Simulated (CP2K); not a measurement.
# InP (F-43m) in CP2K: notebook

Runs on InP. Level: PBEsol. Tasks: single point, equation of state.

Program: CP2K 2026.2. These are calculated values, not measurements. Logs are shortened: lines on timing, memory, paths and dates and some standing lists are left out, and cuts for length are marked.

**The experiment to reproduce.**

From a printed reference work, data compilation, for a bulk crystal of InP: bulk modulus 71 GPa.

The results are compared with them further down.

**1. The crystal as given**

It takes space group F-43m (No. 216, cubic). Conventional cell: a = 5.861 Å, b = 5.861 Å, c = 5.861 Å, α = 90.00°, β = 90.00°, γ = 90.00°. In (site symmetry -43m) is surrounded by 4 P at 2.54 Å. P (site symmetry -43m) has 4 In at 2.54 Å as nearest neighbours.

**2. Single point, PBEsol, 25.17 Å³/atom**

Input file inp_eos.inp:

```
&GLOBAL
  PROJECT inp_eos
  RUN_TYPE ENERGY_FORCE
  PRINT_LEVEL LOW
&END GLOBAL
&FORCE_EVAL
  METHOD QS
  STRESS_TENSOR ANALYTICAL
  &DFT
    BASIS_SET_FILE_NAME BASIS_MOLOPT_UZH
    POTENTIAL_FILE_NAME POTENTIAL_UZH
    &MGRID
      CUTOFF 450
      REL_CUTOFF 60
      NGRIDS 4
    &END MGRID
    &QS
      METHOD GPW
      EPS_DEFAULT 1.0E-10
    &END QS
    &KPOINTS
      SCHEME MONKHORST-PACK 8 8 8
      GAMMA_CENTERED T
      SYMMETRY T
      SYMMETRY_BACKEND SPGLIB
    &END KPOINTS
    &SCF
      SCF_GUESS ATOMIC
      EPS_SCF 1.0E-6
      MAX_SCF 100
      ADDED_MOS 10
      CHOLESKY OFF
      EPS_EIGVAL 1.0E-7
      &DIAGONALIZATION ON
        ALGORITHM STANDARD
      &END DIAGONALIZATION
      &MIXING ON
        METHOD BROYDEN_MIXING
        ALPHA 0.4
        BETA 1.5
        NBUFFER 8
      &END MIXING
      &SMEAR ON
        METHOD FERMI_DIRAC
        ELECTRONIC_TEMPERATURE [K] 580.226
      &END SMEAR
    &END SCF
    &XC
      &XC_FUNCTIONAL
        &GGA_X_PBE_SOL
        &END GGA_X_PBE_SOL
        &GGA_C_PBE_SOL
        &END GGA_C_PBE_SOL
      &END XC_FUNCTIONAL
    &END XC
    &PRINT
      &KPOINTS ON
      &END KPOINTS
      &MULLIKEN ON
      &END MULLIKEN
      &MO ON
        ENERGIES T
        OCCUPATION_NUMBERS T
        &EACH
          QS_SCF 0
        &END EACH
        ADD_LAST NUMERIC
      &END MO
    &END PRINT
  &END DFT
  &SUBSYS
    &CELL
      A 4.1443528445 0.0000000000 0.0000000000
      B 2.0721764223 3.5891148456 0.0000000000
      C 2.0721764223 1.1963716152 3.3838499277
      PERIODIC XYZ
    &END CELL
    &COORD
      SCALED
      In  0.0000000000 0.0000000000 0.0000000000
      P   0.7500000000 0.7500000000 0.7500000000
    &END COORD
    &KIND In
      BASIS_SET TZVP-MOLOPT-PBE-GTH-q13
      POTENTIAL GTH-PBE-q13
    &END KIND
    &KIND P
      BASIS_SET TZVP-MOLOPT-PBE-GTH-q5
      POTENTIAL GTH-PBE-q5
    &END KIND
    &PRINT
      &ATOMIC_COORDINATES ON
      &END ATOMIC_COORDINATES
      &CELL ON
      &END CELL
    &END PRINT
  &END SUBSYS
  &PRINT
    &FORCES ON
    &END FORCES
    &STRESS_TENSOR ON
    &END STRESS_TENSOR
  &END PRINT
&END FORCE_EVAL
```

Potentials or basis: POTENTIAL_UZH In GTH-PBE-q13, P GTH-PBE-q5; TZVP-MOLOPT-PBE-GTH basis.

The run is started by

```
> OMP_NUM_THREADS=1 cp2k.psmp -i inp_eos.inp -o inp_eos.out
```

inp_eos.out:

```text

 CP2K| version string:                                       CP2K version 2026.2
 CP2K| Input file name                                               inp_eos.inp

 GLOBAL| Force Environment number                                              1
 GLOBAL| Basis set file name                                    BASIS_MOLOPT_UZH
 GLOBAL| Potential file name                                       POTENTIAL_UZH
 GLOBAL| MM Potential file name                                     MM_POTENTIAL
 GLOBAL| Coordinate file name                                      __STD_INPUT__
 GLOBAL| Method name                                                        CP2K
 GLOBAL| Project name                                                    inp_eos
 GLOBAL| Run type                                                   ENERGY_FORCE
 GLOBAL| FFT library                                                       FFTW3
[... 8 lines left out ...]
 GLOBAL| CPU model name                                                  UNKNOWN

 CELL| Volume [angstrom^3]:                                            50.333273
 CELL| Vector a [angstrom]:       4.144     0.000     0.000   |a| =     4.144353
 CELL| Vector b [angstrom]:       2.072     3.589     0.000   |b| =     4.144353
 CELL| Vector c [angstrom]:       2.072     1.196     3.384   |c| =     4.144353
 CELL| Angle (b,c), alpha [degree]:                                    60.000000
 CELL| Angle (a,c), beta  [degree]:                                    60.000000
 CELL| Angle (a,b), gamma [degree]:                                    60.000000
 CELL| Numerically orthorhombic:                                              NO
 CELL| Periodicity                                                           XYZ

 CELL_REF| Volume [angstrom^3]:                                        50.333273
 CELL_REF| Vector a [angstrom     4.144     0.000     0.000   |a| =     4.144353
 CELL_REF| Vector b [angstrom     2.072     3.589     0.000   |b| =     4.144353
 CELL_REF| Vector c [angstrom     2.072     1.196     3.384   |c| =     4.144353
 CELL_REF| Angle (b,c), alpha [degree]:                                60.000000
 CELL_REF| Angle (a,c), beta  [degree]:                                60.000000
 CELL_REF| Angle (a,b), gamma [degree]:                                60.000000
 CELL_REF| Numerically orthorhombic:                                          NO
 CELL_REF| Periodicity                                                       XYZ
[... 10 lines left out ...]

  Total number of            - Atomic kinds:                                   2
                             - Atoms:                                          2
                             - Shell sets:                                     2
                             - Shells:                                        17
                             - Primitive Cartesian functions:                 10
                             - Cartesian basis functions:                     58
                             - Spherical basis functions:                     51

  Maximum angular momentum of- Orbital basis functions:                        3
                             - Local part of the GTH pseudopotential:          0
                             - Non-local part of the GTH pseudopotential:      4

 MODULE QUICKSTEP: ATOMIC COORDINATES IN ANGSTROM

   Atom Kind Element         X             Y             Z       Z(eff)     Mass
      1    1 In   49      0.000000      0.000000      0.000000  13.0000 114.8180
      2    2 P    15      6.216529      3.589115      2.537887   5.0000  30.9738

 SCF PARAMETERS         Density guess:                                    ATOMIC
                        --------------------------------------------------------
                        max_scf:                                             100
                        max_scf_history:                                       0
                        max_diis:                                              4
[... 5 lines left out ...]
[... 29 lines left out ...]
  Core density on regular grids:               17.9999999981       -0.0000000019
  Total charge density on r-space grids:        0.0000000004
  Total charge density g-space grids:           0.0000000004

  Overlap energy of the core charge distribution:               0.00000000011462
  Self energy of the core charge distribution:               -106.35828909080011
  Core Hamiltonian energy:                                     31.59039114653584
  Hartree energy:                                              20.96118694290259
  Exchange-correlation energy:                                 -9.01050036844692
  Electronic entropic energy:                                  -0.00000049732229
  Fermi energy:                                                 0.18691114640362

  Total energy:                                               -62.81721186701817
  Total energy (extrapolated to T->0):                        -62.81721161835702

 MO| EIGENVALUES AND OCCUPATION NUMBERS FOR K POINT 1
 MO|
 MO|  Index      Eigenvalue [a.u.]        Eigenvalue [eV]             Occupation
 MO|      1              -0.350604              -9.540409               2.000000
 MO|      2              -0.345434              -9.399736               2.000000
 MO|      3              -0.345434              -9.399736               2.000000
 MO|      4              -0.340477              -9.264864               2.000000
 MO|      5              -0.340477              -9.264863               2.000000
 MO|      6              -0.201162              -5.473903               2.000000
[... 11 lines left out ...]
 MO|     18               0.738464              20.094623               0.000000
 MO|     19               0.738467              20.094704               0.000000
 MO| Sum:                                                              18.000000
 MO| E(Fermi):            0.186911 a.u.          5.086111 eV
[... 310 lines left out ...]
 MO|
 MO|  Index      Eigenvalue [a.u.]        Eigenvalue [eV]             Occupation
 MO|      1              -0.351401              -9.562111               2.000000
 MO|      2              -0.344951              -9.386590               2.000000
 MO|      3              -0.344368              -9.370742               2.000000
 MO|      4              -0.341267              -9.286353               2.000000
 MO|      5              -0.340230              -9.258138               2.000000
 MO|      6              -0.187792              -5.110090               2.000000
[... 11 lines left out ...]
 MO|     18               0.742898              20.215271               0.000000
 MO|     19               0.784824              21.356149               0.000000
 MO| Sum:                                                              18.000000
 MO| E(Fermi):            0.186911 a.u.          5.086111 eV

 [... the levels of further k-points ...]

 !-----------------------------------------------------------------------------!
                     Mulliken Population Analysis

 #  Atom  Element  Kind  Atomic population                           Net charge
       1     In       1         12.532947                              0.467053
       2     P        2          5.467053                             -0.467053
 # Total charge                             18.000000                  0.000000

 !-----------------------------------------------------------------------------!

 ENERGY| Total FORCE_EVAL ( QS ) energy [hartree]            -62.817210471033547

 FORCES| Atomic forces [hartree/bohr]
 FORCES|   Atom     x               y               z               |f|
 FORCES|      1  6.66293334E-10 -4.63336595E-09 -1.30889028E-08   1.39007699E-08
 FORCES|      2 -1.79876325E-10  4.91388431E-09  1.32875635E-08   1.41682024E-08
 FORCES| Sum     4.86417008E-10  2.80518359E-10  1.98660737E-10
 FORCES| Total atomic force                                       5.95615769E-10

 STRESS| Analytical stress tensor [bar]
 STRESS|                        x                   y                   z
 STRESS|      x        1.58950246260E+04  -5.97916966254E-02  -4.79931577762E-02
 STRESS|      y       -5.97916966254E-02   1.58950669685E+04  -1.04262385000E-01
 STRESS|      z       -4.79931577762E-02  -1.04262385000E-01   1.58951110435E+04
 STRESS| 1/3 Trace                                             1.58950675460E+04
 STRESS| Determinant                                           4.01593923899E+12

 STRESS| Eigenvectors and eigenvalues of the analytical stress tensor [bar]
 STRESS|                        1                   2                   3
 STRESS| Eigenvalues   1.58949240145E+04   1.58950830506E+04   1.58951955729E+04
 STRESS|      x           0.606111814764     -0.795375168019      0.002609617430
 STRESS|      y           0.618366151227      0.469154315655     -0.630489913574
 STRESS|      z           0.500251707664      0.383761084793      0.776193055095
```

It took 52 s on 1 thread of Arm Neoverse V2, shared host; peak memory 0.33 GiB.

What came out:

```yaml
Free_energy: -1709.3432 eV
Pressure: 1.6 GPa
Band_gap_on_the_k_mesh: 0.59 eV, direct
Mulliken_charges: In +0.47; P -0.47 e
```

Caveat: Mulliken charges move with the basis; the potentials were made for another functional, which shifts forces and pressure; spin-orbit coupling is left out, which moves the levels of the heavy elements; the basis of atomic orbitals isn't converged, which shifts pressures, moduli and gaps.

**3. Single point, PBEsol, 24.66 Å³/atom (volume scaled by 0.98)**

Changes to inp_eos.inp since step 2:

```diff
@@ -11,2 +11,3 @@
     POTENTIAL_FILE_NAME POTENTIAL_UZH
+    WFN_RESTART_FILE_NAME previous-RESTART.kp
     &MGRID
@@ -27,3 +28,3 @@
     &SCF
-      SCF_GUESS ATOMIC
+      SCF_GUESS RESTART
       EPS_SCF 1.0E-6
@@ -72,5 +73,5 @@
     &CELL
-      A 4.1443528445 0.0000000000 0.0000000000
-      B 2.0721764223 3.5891148456 0.0000000000
-      C 2.0721764223 1.1963716152 3.3838499277
+      A 4.1165375578 0.0000000000 0.0000000000
+      B 2.0582687789 3.5650261007 0.0000000000
+      C 2.0582687789 1.1883420336 3.3611388412
       PERIODIC XYZ
```

Potentials or basis: POTENTIAL_UZH In GTH-PBE-q13, P GTH-PBE-q5; TZVP-MOLOPT-PBE-GTH basis.

The run is started by

```
> OMP_NUM_THREADS=1 cp2k.psmp -i inp_eos.inp -o inp_eos.out
```

It took 41 s on 1 thread of Arm Neoverse V2, shared host; peak memory 0.33 GiB.

It converged, with:

```
Free energy            : -1709.3285 eV
Pressure               : 3.1 GPa
Band gap on the k mesh : 0.70 eV, direct
Mulliken charges       : In +0.47; P -0.47 e
```

Caveat: Mulliken charges move with the basis; the potentials were made for another functional, which shifts forces and pressure; spin-orbit coupling is left out, which moves the levels of the heavy elements; the basis of atomic orbitals isn't converged, which shifts pressures, moduli and gaps.

**4. Single point, PBEsol, 25.67 Å³/atom (volume scaled by 1.02)**

Changes to inp_eos.inp since step 3:

```diff
@@ -73,5 +73,5 @@
     &CELL
-      A 4.1165375578 0.0000000000 0.0000000000
-      B 2.0582687789 3.5650261007 0.0000000000
-      C 2.0582687789 1.1883420336 3.3611388412
+      A 4.1717996897 0.0000000000 0.0000000000
+      B 2.0858998449 3.6128845108 0.0000000000
+      C 2.0858998449 1.2042948369 3.4062601830
       PERIODIC XYZ
```

The run is started by

```
> OMP_NUM_THREADS=1 cp2k.psmp -i inp_eos.inp -o inp_eos.out
```

It took 39 s on 1 thread of Arm Neoverse V2, shared host; peak memory 0.33 GiB.

It converged, with:

```yaml
Free_energy: -1709.3488 eV
Pressure: 0.2 GPa
Band_gap_on_the_k_mesh: 0.49 eV, direct
Mulliken_charges: In +0.46; P -0.46 e
```

Caveat: Mulliken charges move with the basis; the potentials were made for another functional, which shifts forces and pressure; spin-orbit coupling is left out, which moves the levels of the heavy elements; the basis of atomic orbitals isn't converged, which shifts pressures, moduli and gaps.

**5. Single point, PBEsol, 24.16 Å³/atom (volume scaled by 0.96)**

Changes to inp_eos.inp since step 4:

```diff
@@ -73,5 +73,5 @@
     &CELL
-      A 4.1717996897 0.0000000000 0.0000000000
-      B 2.0858998449 3.6128845108 0.0000000000
-      C 2.0858998449 1.2042948369 3.4062601830
+      A 4.0883412102 0.0000000000 0.0000000000
+      B 2.0441706051 3.5406073474 0.0000000000
+      C 2.0441706051 1.1802024491 3.3381166198
       PERIODIC XYZ
```

The run is started by

```
> OMP_NUM_THREADS=1 cp2k.psmp -i inp_eos.inp -o inp_eos.out
```

Run time: 46 s. Hardware: 1 thread of Arm Neoverse V2, shared host; peak memory 0.33 GiB.

Results (log left out):

```yaml
Free_energy: -1709.3034 eV
Pressure: 4.9 GPa
Band_gap_on_the_k_mesh: 0.81 eV, direct
Mulliken_charges: In +0.47; P -0.47 e
```

Caveat: Mulliken charges move with the basis; the potentials were made for another functional, which shifts forces and pressure; spin-orbit coupling is left out, which moves the levels of the heavy elements; the basis of atomic orbitals isn't converged, which shifts pressures, moduli and gaps.

**6. Single point, PBEsol, 26.17 Å³/atom (volume scaled by 1.04)**

Changes to inp_eos.inp since step 5:

```diff
@@ -73,5 +73,5 @@
     &CELL
-      A 4.0883412102 0.0000000000 0.0000000000
-      B 2.0441706051 3.5406073474 0.0000000000
-      C 2.0441706051 1.1802024491 3.3381166198
+      A 4.1988900572 0.0000000000 0.0000000000
+      B 2.0994450286 3.6363454572 0.0000000000
+      C 2.0994450286 1.2121151524 3.4283793754
       PERIODIC XYZ
```

Potentials or basis: POTENTIAL_UZH In GTH-PBE-q13, P GTH-PBE-q5; TZVP-MOLOPT-PBE-GTH basis.

The run is started by

```
> OMP_NUM_THREADS=1 cp2k.psmp -i inp_eos.inp -o inp_eos.out
```

Wall time 42 s (1 thread of Arm Neoverse V2, shared host); peak memory 0.33 GiB.

The run converged. Its results:

* Free energy: -1709.3461 eV
* Pressure: -1.0 GPa
* Band gap on the k mesh: 0.38 eV, direct
* Mulliken charges: In +0.46; P -0.46 e

Caveat: Mulliken charges move with the basis; the potentials were made for another functional, which shifts forces and pressure; spin-orbit coupling is left out, which moves the levels of the heavy elements; the basis of atomic orbitals isn't converged, which shifts pressures, moduli and gaps.

**7. Single point, PBEsol, 23.66 Å³/atom (volume scaled by 0.94)**

Changes to inp_eos.inp since step 6:

```diff
@@ -73,5 +73,5 @@
     &CELL
-      A 4.1988900572 0.0000000000 0.0000000000
-      B 2.0994450286 3.6363454572 0.0000000000
-      C 2.0994450286 1.2121151524 3.4283793754
+      A 4.0597504761 0.0000000000 0.0000000000
+      B 2.0298752381 3.5158470453 0.0000000000
+      C 2.0298752381 1.1719490151 3.3147723832
       PERIODIC XYZ
```

The run is started by

```
> OMP_NUM_THREADS=1 cp2k.psmp -i inp_eos.inp -o inp_eos.out
```

Run time: 41 s. Hardware: 1 thread of Arm Neoverse V2, shared host; peak memory 0.33 GiB.

The run converged. Its results:

* Free energy: -1709.2669 eV
* Pressure: 6.8 GPa
* Band gap on the k mesh: 0.92 eV, direct
* Mulliken charges: In +0.47; P -0.47 e

Caveat: Mulliken charges move with the basis; the potentials were made for another functional, which shifts forces and pressure; spin-orbit coupling is left out, which moves the levels of the heavy elements; the basis of atomic orbitals isn't converged, which shifts pressures, moduli and gaps.

**8. Single point, PBEsol, 26.68 Å³/atom (volume scaled by 1.06)**

Changes to inp_eos.inp since step 7:

```diff
@@ -73,5 +73,5 @@
     &CELL
-      A 4.0597504761 0.0000000000 0.0000000000
-      B 2.0298752381 3.5158470453 0.0000000000
-      C 2.0298752381 1.1719490151 3.3147723832
+      A 4.2256353009 0.0000000000 0.0000000000
+      B 2.1128176505 3.6595075177 0.0000000000
+      C 2.1128176505 1.2198358392 3.4502167754
       PERIODIC XYZ
```

The run is started by

```
> OMP_NUM_THREADS=1 cp2k.psmp -i inp_eos.inp -o inp_eos.out
```

It took 40 s on 1 thread of Arm Neoverse V2, shared host; peak memory 0.32 GiB.

It converged, with:

```yaml
Free_energy: -1709.3360 eV
Pressure: -2.1 GPa
Band_gap_on_the_k_mesh: 0.28 eV, direct
Mulliken_charges: In +0.46; P -0.46 e
```

Caveat: Mulliken charges move with the basis; the potentials were made for another functional, which shifts forces and pressure; spin-orbit coupling is left out, which moves the levels of the heavy elements; the basis of atomic orbitals isn't converged, which shifts pressures, moduli and gaps.

**9. Equation of state, PBEsol**

Potentials or basis: POTENTIAL_UZH In GTH-PBE-q13, P GTH-PBE-q5; TZVP-MOLOPT-PBE-GTH basis.

No new run: the results of the series are fitted here.

What came out:

```
Equilibrium volume                      : 25.75 Å³/atom
Bulk modulus                            : 66 GPa
Pressure derivative of the bulk modulus : 4.6
```

Energy against volume, from the lowest point:
| volume (Å³/atom) | energy (meV/atom) |
| --- | --- |
| 23.657 | 40.92 |
| 24.160 | 22.68 |
| 24.663 | 10.16 |
| 25.167 | 2.78 |
| 25.670 | 0.00 |
| 26.173 | 1.34 |
| 26.677 | 6.37 |

Caveat: the potentials were made for another functional, which shifts forces and pressure; the basis of atomic orbitals isn't converged, which shifts pressures, moduli and gaps.

**10. Against experiment**

Step 9. A measured bulk modulus of InP is 71 GPa (a printed reference work, data compilation); the calculated 66 GPa misses it by -7.2 %. The fit is for a static lattice scaled at fixed shape and fixed fractional positions.
